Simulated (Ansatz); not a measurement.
# TiO2: response to uniaxial strain along c

One table from this session's results is given with a row withheld; the runs are named, their logs left out.

Method: DFT PBE+U, scalar-relativistic, plane waves, PAW, in Ansatz 0.2.0.

2 further runs of the same task are left out: 2 set aside as unsound or not needed.

## The structure to begin with

The structure is tetragonal, space group P4_2/mnm (No. 136). Conventional cell: a = 4.640 Å, b = 4.640 Å, c = 3.006 Å, α = 90.00°, β = 90.00°, γ = 90.00°. Around Ti (site symmetry mmm) lie 6 O at 1.97 to 2.01 Å. O (site symmetry m2m) is surrounded by 3 Ti at 1.97 to 2.01 Å.

Structure file:

```
Ti O
1.0
     4.64035    0.00000    0.00000
     0.00000    4.64035    0.00000
     0.00000    0.00000    3.00611
Ti O
2 4
Direct
  0.50000 0.50000 0.00000
  0.00000 0.00000 0.50000
  0.69435 0.69435 0.50000
  0.80565 0.19435 0.00000
  0.19435 0.80565 0.00000
  0.30565 0.30565 0.50000
```

It goes back to an entry of the Materials Project.

This cell was relaxed beforehand with the same method: volume 10.79 Å³/atom, gap on the mesh 2.26 eV.

The unstrained cell comes from an earlier run at this level (6 atoms, E(σ→0) -7270.7532 eV, gap 2.26 eV over the zone).

Set-up of the first run:

File input.yaml:

```yaml
crystal:
  lattice:
    - [4.6577513242, 0.0, 0.0]
    - [0.0, 4.6577513242, 0.0]
    - [0.0, 0.0, 2.9610210069]
  atoms:
    - { symbol: Ti, position: [0.5, 0.5, 0.0] }
    - { symbol: Ti, position: [0.0, 0.0, 0.5] }
    - { symbol: O, position: [0.6943530394, 0.6943530394, 0.5] }
    - { symbol: O, position: [0.8056469606, 0.1943530394, 0.0] }
    - { symbol: O, position: [0.1943530394, 0.8056469606, 0.0] }
    - { symbol: O, position: [0.3056469606, 0.3056469606, 0.5] }
basis:
  ecutwfc: 420
kpoints:
  mp_grid: { grid: [6, 6, 10] }
hamiltonian:
  xc: pbe
  hubbard: { sites: [{ species: Ti, l: d, u_eff: 4.0 }] }
scf:
  occupations: { method: gaussian, width: 0.02 }
output:
  forces: true
  stress: true
  eigenvalues: true
relax:
  adjacent_minimum: "off"
  f_tol: 0.008
  max_steps: 40
  cell: { stress_tol: 0.015, fix: [c, angles] }
```

Run with:

```console
$ ansatz run input.yaml --threads 1 --pin off --max-ram 2560MiB --backend cpu --events-out ev --progress --plain --runs-dir out
```

Among the steps run: Strain -1.5 %; The gap over the whole zone at -1.5 %; Strain +1.5 %; Band edges over the zone at +1.5 %; The cell strained by -3.0 %; Band edges over the zone at -3.0 %; Strain +3.0 %; The gap over the whole zone at +3.0 %; Strain -4.5 %; Seeking the band edges at -4.5 %; The cell strained by +4.5 %; Seeking the band edges at +4.5 %.

One of the session's tables, all rows but one given; the rest of the session is left out.

| strain (%) | ΔE (meV/atom) | a (Å) | b (Å) | c (Å) |
| --- | --- | --- | --- | --- |
| -4.5 | 27.3 | 4.711 | 4.711 | 2.871 |
| -3.0 | 11.7 | 4.687 | 4.687 | 2.916 |
| -1.5 | 2.8 | 4.664 | 4.664 | 2.961 |
| +0.0 | 0.0 | 4.640 | 4.640 | 3.006 |
| +1.5 | 2.6 | 4.617 | 4.617 | 3.051 |
| +3.0 | ? | ? | ? | ? |
| +4.5 | 21.9 | 4.571 | 4.571 | 3.141 |

Q: Estimate the row for strain (%) = +3.0 from the others.

Worked estimate for «ΔE (meV/atom)». A straight line through the neighbours (1.5, 2.6) and (4.5, 21.9) gives 2.6 + (21.9 − 2.6) × (3.0 − 1.5) / (4.5 − 1.5) = 12.2; a parabola fitted to 3 rows on both sides gives 9.9.

As computed: ΔE (meV/atom): 10.1; a (Å): 4.594; b (Å): 4.594; c (Å): 3.096. In «ΔE (meV/atom)» the line misses by +2.1 and the parabola by -0.2.

ΔE is over the unstrained cell. Stress in GPa, positive in compression, on the Cartesian axes of the input. Gaps are Kohn-Sham gaps over the whole zone (d direct, i indirect).

To keep in mind: The gap runs from 2.27 eV at -4.5 % through 2.26 to 2.21 eV at +4.5 %.
